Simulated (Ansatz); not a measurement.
PbO, CsCl type, relaxed with r2SCAN, was run in the plane-wave code Ansatz under altered settings. All numbers are computed, without spin polarisation but where a row says otherwise.

```xyz
2
Lattice="3.1794 0.0000 0.0000 0.0000 3.1794 0.0000 0.0000 0.0000 3.1794" Properties=species:S:1:pos:R:3 pbc="T T T"
Pb    0.0000    0.0000    0.0000
O     1.5897    1.5897    1.5897
```

The base run's other keys:
```yaml
kpoints:
  mp_grid: { grid: [4, 4, 4] }
hamiltonian:
  xc: hse06
scf:
  occupations: { method: fixed }
  n_extra_bands: 4
```

It takes 14 iterations with 619 plane waves at 420 eV and 10 k points, and leaves a mean stress of -1.22 GPa. The gap over this mesh is 0.379 eV. It ran on 4 threads of Arm Neoverse V1 (shared host).

Outcomes, with energy and stress as changes against the base:
```csv
setting,outcome,ΔF (meV/atom),Δ mean stress (GPa),gap on the mesh (eV),iterations,wall time
"PBE hybrid, exx coeff 1.0, unscreened","converged, warned",–,-8.9,4.902,41,9.5 s
scf.exx.singularity: none,converged,-2.4,-0.1,0.390,14,4.4 s
"PBE hybrid, exx coeff 0.2, omega 0.1 1/Å",converged,–,+0.6,0.560,13,4.4 s
"PBE hybrid, exx coeff 0.1, omega 0.5 1/Å",converged,–,+2.9,0.649,13,4.2 s
scf.occupations: methfessel_paxton 0.05,converged,0.0,0.0,0.379,14,4.5 s
scf.mixing.preconditioner: none,converged,0.0,0.0,0.379,14,4.4 s
```
A dash marks a value that wasn't obtained or can't be compared. Stress is positive in compression. The base took 4.4 s.

- PBE hybrid, exx coeff 1.0, unscreened. That is 100 % exact exchange, at all ranges, against HSE06's 25 % screened at 0.208 1/Å. The mean stress moves by -8.9 GPa and the gap on the mesh by +4.523 eV (to 4.902). Totals of different functionals aren't comparable. Warned: doubtful frontier gap.
- scf.exx.singularity: none. The free energy moves by -2.4 meV an atom, the mean stress by -0.1 GPa and the gap on the mesh by +0.011 eV (to 0.390). The result is sensitive to this setting.
- PBE hybrid, exx coeff 0.2, omega 0.1 1/Å. That is 20 % exact exchange, screened with ω = 0.1 1/Å, against HSE06's 25 % screened at 0.208 1/Å. The mean stress moves by +0.6 GPa and the gap on the mesh by +0.181 eV (to 0.560). Totals of different functionals aren't comparable. The program warns that on this mesh the truncation of the exchange isn't bounded, so part of the change can be an error of the mesh.
- PBE hybrid, exx coeff 0.1, omega 0.5 1/Å. That is 10 % exact exchange, screened with ω = 0.5 1/Å, against HSE06's 25 % screened at 0.208 1/Å. The mean stress moves by +2.9 GPa and the gap on the mesh by +0.270 eV (to 0.649). Totals of different functionals aren't comparable.

Within 1 meV an atom, 0.1 GPa and 0.005 eV of the base stay: scf.occupations: methfessel_paxton 0.05; scf.mixing.preconditioner: none.

Spin-orbit coupling is left out; in compounds of Pb, Bi, Tl or Hg it can lower a gap by up to about 1 eV, split its edges or invert the bands.

The program warns that its thresholds are loose for a hybrid's stress.

The meshes of the hybrids are coarse, so their gaps aren't converged to the digits shown.
